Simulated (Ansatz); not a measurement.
# SrO: stable or not

The structure comes from a generated guess, relaxed at this level; another structure or a mixture of phases may lie lower.

Method: DFT PBE, scalar-relativistic, plane waves, PAW in Ansatz 0.2.0. Settings of the last relaxation (6-atom cell): 420 eV, 6×6×6 k points, Gaussian smearing of 0.02 eV, no spin polarisation.

```cif
data_structure
_symmetry_space_group_name_H-M 'R-3m:H'
_symmetry_Int_Tables_number 166
_cell_length_a 3.6138
_cell_length_b 3.6138
_cell_length_c 27.9841
_cell_angle_alpha 90.000
_cell_angle_beta 90.000
_cell_angle_gamma 120.000
_cell_volume 316.49
loop_
_atom_site_label
_atom_site_type_symbol
_atom_site_symmetry_multiplicity
_atom_site_Wyckoff_symbol
_atom_site_fract_x
_atom_site_fract_y
_atom_site_fract_z
_atom_site_occupancy
Sr1 Sr 3 b 0.66667 0.33333 0.83333 1
Sr2 Sr 6 c 0.66667 0.33333 0.94574 1
O1 O 3 a 0.00000 0.00000 0.00000 1
O2 O 6 c 0.00000 0.00000 0.77707 1
```

Formation energies are uncorrected and refer to the elements' standard structures at the same level (O₂ as a molecule).

Q: These tests were run: energy against the elements; phonons at Γ; elastic tensor. What do they show?

A:

| test | result |
| --- | --- |
| energy against the elements | −2.617 eV/atom |
| phonons at Γ | lowest optical mode 24 cm⁻¹ |
| elastic tensor | least eigenvalue 25 GPa |

It fails none of these tests. Whether a mixture of other phases lies lower isn't tested here. Phonons away from Γ weren't computed.

The run for the phonons used a 6×6×6 k mesh. The run for the elastic tensor used a 6×6×6 k mesh.
